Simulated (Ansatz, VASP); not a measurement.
**Two plane-wave programs on TePb**

Contents of INCAR:

```
SYSTEM = TePb
PREC = Accurate ; ENCUT = 520
EDIFF = 1E-6 ; ISMEAR = 0
SIGMA = 0.05 ; LREAL = .FALSE.
LASPH = .TRUE. ; NELM = 80
ALGO = Normal ; ISIF = 2
LWAVE = .FALSE. ; LCHARG = .FALSE.
GGA = PE ; NBANDS = 17
```

Contents of KPOINTS:

```
regular mesh
0
G
  8 8 8
  0 0 0
```

Contents of POSCAR:

```
TePb
1.0
    1.2617968510      3.9656472461      3.9656472461
    3.9656472461      1.2617968510      3.9656472461
    3.9656472461      3.9656472461      1.2617968510
Te Pb
1 1
Direct
    0.5000000000      0.5000000000      0.5000000000
    0.0000000000      0.0000000000      0.0000000000
```

Input for Ansatz:

```yaml
crystal:
  lattice:
    - [1.261796851, 3.9656472461, 3.9656472461]
    - [3.9656472461, 1.261796851, 3.9656472461]
    - [3.9656472461, 3.9656472461, 1.261796851]
  atoms:
    - { symbol: Te, position: [0.5, 0.5, 0.5] }
    - { symbol: Pb, position: [0.0, 0.0, 0.0] }
basis:
  ecutwfc: 420
kpoints:
  mp_grid: { grid: [8, 8, 8] }
hamiltonian:
  xc: pbe
scf:
  occupations: { method: gaussian, width: 0.05 }
output:
  forces: true
  stress: true
  eigenvalues: true
  write_density: true
  write_potential: true
  elf: true
  volumetric_format: npy
```

Alike in both runs: task single point; functional PBE; k mesh 8 × 8 × 8; occupations gaussian, width 0.05 eV; no spin polarisation.

|  | VASP | Ansatz |
| --- | --- | --- |
| version | VASP 6.6.1 | Ansatz 0.2.0 |
| potentials or method | VASP PAW PBE potentials, release 64 (Te, Pb_d) | scalar-relativistic, plane waves, PAW |
| plane-wave cutoff (eV) | 520 | 420 |
| valence electrons in the cell | 20 | 30 |

```csv
,VASP,Ansatz,Ansatz less VASP
gap on the k mesh at the Fermi level (eV),none,none,-
pressure (GPa),-1.8,-1.8,+0.05
largest component of the traceless stress (GPa),1.78,1.78,-0.002
```

A gap of «none» marks a metal or a gap that the smearing closes. The two sets of potentials don't hold the same shells in valence.

Spin-orbit coupling is left out, which matters for the levels of Pb, Te.
